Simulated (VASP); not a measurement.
# CdTe (F-43m) in VASP: a series of runs, part 3 of 3

VASP 6.6.1.

**5. Relaxation of the atoms, LDA (a relaxed cell with its volume scaled by 1.06)**

Input file INCAR:

```
SYSTEM = CdTe
PREC = Accurate
ENCUT = 600
EDIFF = 1E-7
ISMEAR = 0
SIGMA = 0.03
LREAL = .FALSE.
LASPH = .TRUE.
NELM = 80
ALGO = Normal
ISIF = 2
LWAVE = .FALSE.
LCHARG = .FALSE.
IBRION = 2
NSW = 40
EDIFFG = -0.01
```

Input file KPOINTS:

```
regular mesh
0
G
  8 8 8
  0 0 0
```

Input file POSCAR:

```
CdTe                                    
1.0
   -0.0000000000      3.2727487003      3.2727487003
    3.2727487003      0.0000000000      3.2727487003
    3.2727487003      3.2727487003     -0.0000000000
  Cd              Te            
     1     1
Direct
     0.0000000000000000    0.0000000000000000    0.0000000000000000
     0.2500000000000000    0.2500000000000000    0.2500000000000000
```

Potentials or basis: VASP PAW LDA potentials, release 64 (Cd, Te).

Run with:

```console
$ cat potpaw_LDA.64/Cd/POTCAR potpaw_LDA.64/Te/POTCAR > POTCAR
$ mpirun -np 1 vasp_std > vasp.out
```

OUTCAR:

```text
SYSTEM = CdTe
   PREC = Accurate
   ENCUT = 600
   EDIFF = 1E-7
   ISMEAR = 0
   LREAL = .FALSE.
   LASPH = .TRUE.
   NELM = 80
   ISIF = 2
   IBRION = 2
   NSW = 40
   EDIFFG = -0.01

 ion  position               nearest neighbor table
   1  0.000  0.000  0.000-   2 2.83   2 2.83   2 2.83   2 2.83
   2  0.250  0.250  0.250-   1 2.83   1 2.83   1 2.83   1 2.83

  LATTYP: Found a face centered cubic cell.
 ALAT       =     6.5454974006

  Lattice vectors:

 A1 = (   0.0000000000,   3.2727487003,   3.2727487003)
 A2 = (   3.2727487003,   0.0000000000,   3.2727487003)
 A3 = (   3.2727487003,   3.2727487003,   0.0000000000)

Analysis of symmetry for initial positions (statically):
=====================================================================
 Subroutine PRICEL returns:
 Original cell was already a primitive cell.

 Routine SETGRP: Setting up the symmetry group for a
 face centered cubic supercell.

 Subroutine GETGRP returns: Found 24 space group operations
 (whereof 24 operations were pure point group operations)
 out of a pool of 48 trial point group operations.

The static configuration has the point symmetry T_d .

Analysis of symmetry for dynamics (positions and initial velocities):
=====================================================================
 Subroutine PRICEL returns:
 Original cell was already a primitive cell.

 Routine SETGRP: Setting up the symmetry group for a
 face centered cubic supercell.

 Subroutine GETGRP returns: Found 24 space group operations
 (whereof 24 operations were pure point group operations)
 out of a pool of 48 trial point group operations.

The dynamic configuration has the point symmetry T_d .

 Subroutine INISYM returns: Found 24 space group operations
 (whereof 24 operations are pure point group operations),
 and found     1 'primitive' translations

[... 119 lines left out ...]
   GGA     = CA    functional components
   LHFCALC =     F    Hartree Fock is set to
   AEXX    =    0.0000 exact exchange contribution
   IVDW    =     0    specifies the selected vdW correction
   LEPSILON=     F    determine dielectric tensor
   LRPA    =     F    only Hartree local field effects (RPA)
 conjugate gradient relaxation of ions
 non-spin polarized calculation
 Gauss-broadening in eV      SIGMA  =   0.03
  energy-cutoff  :      600.00
  volume of cell :       70.11
 maximum number of plane-waves:      2362
 NGX is ok and might be reduce to    40
   NGX = 19   NGY = 19   NGZ = 19

 number of electron      17.9999999 magnetization

 Free energy of the ion-electron system (eV)
  ---------------------------------------------------
  ext. energy  EPLUGINS =         0.00000000
  ---------------------------------------------------
  free energy    TOTEN  =        -6.02112164 eV

  energy without entropy =       -6.02112164  energy(sigma->0) =       -6.02112164

 E-fermi :   2.0130     XC(G=0):  -8.8208

 val. band max:        1.8851548405   @ k =   0.0000   0.0000   0.0000
 cond. band min:       2.3479279840   @ k =   0.0000   0.0000   0.0000
 fundamental gap:      0.4627731435
 Fermi energy:         2.0129817383

 k-point     1 :       0.0000    0.0000    0.0000
  band No.  band energies     occupation
      1      -9.1903      2.00000
      2      -6.3044      2.00000
      3      -6.3044      2.00000
      4      -6.3044      2.00000
      5      -6.0618      2.00000
      6      -6.0618      2.00000
      7       1.8852      2.00000
      8       1.8852      2.00000
      9       1.8852      2.00000
     10       2.3479      0.00000
     11       6.4050      0.00000
     12       6.4050      0.00000
     13       6.4050      0.00000
[... 354 lines left out ...]
  band No.  band energies     occupation
      1      -8.7560      2.00000
      2      -6.2226      2.00000
      3      -6.2109      2.00000
      4      -6.0766      2.00000
      5      -6.0569      2.00000
      6      -5.6532      2.00000
      7      -2.2730      2.00000
      8      -0.1228      2.00000
      9       0.6685      2.00000
     10       4.9327      0.00000
     11       6.3775      0.00000
     12       7.7055      0.00000
     13       8.8488      0.00000

 [... further k-points ...]
[... 5 lines left out ...]
  --------------------------------------------------------------------------------------
  -------------------------------------------------------------------------------------
  Total       -1.0267943     -1.0267943     -1.0267943      0.0000000      0.0000000      0.0000000
  in kB      -23.4652969    -23.4652969    -23.4652969      0.0000000      0.0000000      0.0000000
  external PRESSURE =     -23.4652969 kB  Pullay stress =       0.0000000 kB

 VOLUME and BASIS-vectors are now :
 -----------------------------------------------------------------------------
  energy-cutoff  :      600.00
  volume of cell :       70.11
      direct lattice vectors                 reciprocal lattice vectors
     0.000000000  3.272748700  3.272748700    -0.152776778  0.152776778  0.152776778
     3.272748700  0.000000000  3.272748700     0.152776778 -0.152776778  0.152776778
     3.272748700  3.272748700  0.000000000     0.152776778  0.152776778 -0.152776778

 POSITION                                       TOTAL-FORCE (eV/Angst)
 -----------------------------------------------------------------------------------
      0.00000      0.00000      0.00000        -0.000000     -0.000000     -0.000000
      1.63637      1.63637      1.63637         0.000000      0.000000      0.000000
 -----------------------------------------------------------------------------------
    total drift:                                0.000000      0.000000      0.000000

  FREE ENERGIE OF THE ION-ELECTRON SYSTEM (eV)
  ---------------------------------------------------
  free  energy   TOTEN  =        -6.0211216390 eV

  energy  without entropy=       -6.0211216390  energy(sigma->0) =       -6.02112164

 reached required accuracy - stopping structural energy minimisation
```

CONTCAR:

```text
CdTe
   1.00000000000000
     0.0000000000000000    3.2727487003000002    3.2727487003000002
     3.2727487003000002    0.0000000000000000    3.2727487003000002
     3.2727487003000002    3.2727487003000002    0.0000000000000000
  Cd              Te
     1     1
Direct
     0.0000000000000000    0.0000000000000000    0.0000000000000000
     0.2500000000000000    0.2500000000000000    0.2500000000000000

  0.00000000E+00  0.00000000E+00  0.00000000E+00
  0.00000000E+00  0.00000000E+00  0.00000000E+00
```

Run time: 21 s. Hardware: 1 thread of Intel Xeon Platinum 8488C (Sapphire Rapids), shared host; peak memory 0.21 GiB.

What came out:

* Free energy: -6.0211 eV
* Pressure after relaxing: -2.3 GPa
* Band gap on the k mesh: 0.46 eV, direct

Final structure:
```
Cd Te
1.0
     0.00000    3.27275    3.27275
     3.27275    0.00000    3.27275
     3.27275    3.27275    0.00000
Cd Te
1 1
Direct
  0.00000 0.00000 0.00000
  0.25000 0.25000 0.25000
```

Caveat: the relaxation stopped at its first step, so nothing moved; spin-orbit coupling is left out, which moves the levels of the heavy elements.

**6. Overview**

```tsv
cell	gap on the mesh (eV)	pressure (GPa)
atoms relaxed	0.64	0.0
atoms relaxed from: a relaxed cell with its volume scaled by 1.02	0.58	-0.9
atoms relaxed from: a relaxed cell with its volume scaled by 1.04	0.52	-1.7
atoms relaxed from: a relaxed cell with its volume scaled by 1.06	0.46	-2.3
```

Alike in all rows: task relaxation of the atoms; level LDA; potentials or basis VASP PAW LDA potentials, release 64 (Cd, Te); no spin polarisation; k mesh 8 × 8 × 8; cutoff (eV) 600; smearing gaussian 0.03 eV.

Caveats: the relaxation stopped at its first step, so nothing moved; spin-orbit coupling is left out, which moves the levels of the heavy elements.

Absolute energies hang on the potentials; compare differences alone.

**7. Against experiment**

Step 2. A measured gap of CdTe is 1.607 eV (0 K; a printed reference work, data compilation); the calculated 0.64 eV misses it by -0.97 eV. Spin-orbit coupling on Cd, Te is left out. The value is that of LDA, without temperature or zero-point motion. Semilocal functionals fall short of measured gaps as a rule.
